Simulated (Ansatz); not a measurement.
## CuO (Tenorite) under changes of volume

One of the cells (10.135 Å³/atom); the others are scaled copies at fixed shape and fractional positions:

```
CELL_PARAMETERS angstrom
2.34185 -1.71130 0.00000
2.34185 1.71130 0.00000
-0.85003 0.00000 5.05787
ATOMIC_POSITIONS crystal
Cu 0.50000 0.00000 0.50000
Cu 0.00000 0.50000 0.00000
O 0.41840 0.58160 0.75000
O 0.58160 0.41840 0.25000
```

- Program: Ansatz 0.2.0
- Functional: PBE
- Dispersion: D3(BJ)
- Potentials or basis: Ansatz PAW
- Cutoff: 420 eV (not typed: the program's choice for these potentials)
- k mesh: 10 × 10 × 5
- Occupations: fermi-dirac, width 0.05 eV
- Spin: no spin polarisation

| volume (Å³/atom) | energy over the lowest point (meV/atom) | pressure (GPa) | largest force (eV/Å) |
| --- | --- | --- | --- |
| 9.527 | ? | ? | ? |
| 9.730 | 12.68 | 9.2 | 0.128 |
| 9.932 | 3.81 | 5.0 | 0.199 |
| 10.135 | 0.00 | 1.2 | 0.264 |
| 10.338 | 0.70 | -2.2 | 0.323 |
| 10.540 | 5.45 | -5.2 | 0.378 |
| 10.743 | 13.80 | -7.9 | 0.428 |

Q: What does the run at 9.527 Å³/atom give?

A: Energy over the lowest point 27.25 meV/atom; pressure 13.9 GPa; largest force 0.051 eV/Å.

Worked out: A Birch-Murnaghan fit of order 3 (a polynomial in V^(-2/3)) to the other rows has its minimum at 10.20 Å³/atom with B0 = V·E''(V) = 173 GPa and B' = 4.8 at fixed shape and positions, which overstates the stiffness. It gives 27.30 meV/atom at 9.527 Å³/atom, against the run's 27.25, and -dE/dV = 14.0 GPa, against 13.9.

Energies are extrapolated to zero smearing.

Caveats: the run has no spin polarisation, though such a crystal can be magnetic; pairwise dispersion overbinds metals, which lowers pressure and volume.
